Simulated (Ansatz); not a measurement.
The system is TaN.

```
Ta N
1.0
     0.00000    2.21132    2.21132
     2.21132    0.00000    2.21132
     2.21132    2.21132    0.00000
Ta N
1 1
Direct
  0.50000 0.50000 0.50000
  0.00000 0.00000 0.00000
```

The cell comes from a database or a generator and needn't be the stable form of this composition.

Base run:

| Quantity | Value |
| --- | --- |
| Program | Ansatz 0.2.0 |
| Functional | PBE |
| Potentials or basis | all-electron LAPW, scalar-relativistic |
| Cutoff | 355 eV (chosen from the basis error) |
| Basis error allowed | 0.001 eV/atom |
| k mesh | 10 × 10 × 10 |
| Occupations | gaussian, width 0.017 eV |
| Spin | no spin polarisation |

Its results: band gap on the k mesh none (metal or under the smearing width); pressure -1.2 GPa.

The run is repeated on the same cell with these changes: functional from PBE to LDA; occupations from gaussian, width 0.017 eV to gaussian, width 0.05 eV. What comes out?

Band gap on the k mesh none (metal or under the smearing width); pressure -17.1 GPa.

Caveats: so large a pressure means that the cell lies far from this level's equilibrium, or that cutoff or potentials fall short (some runs).
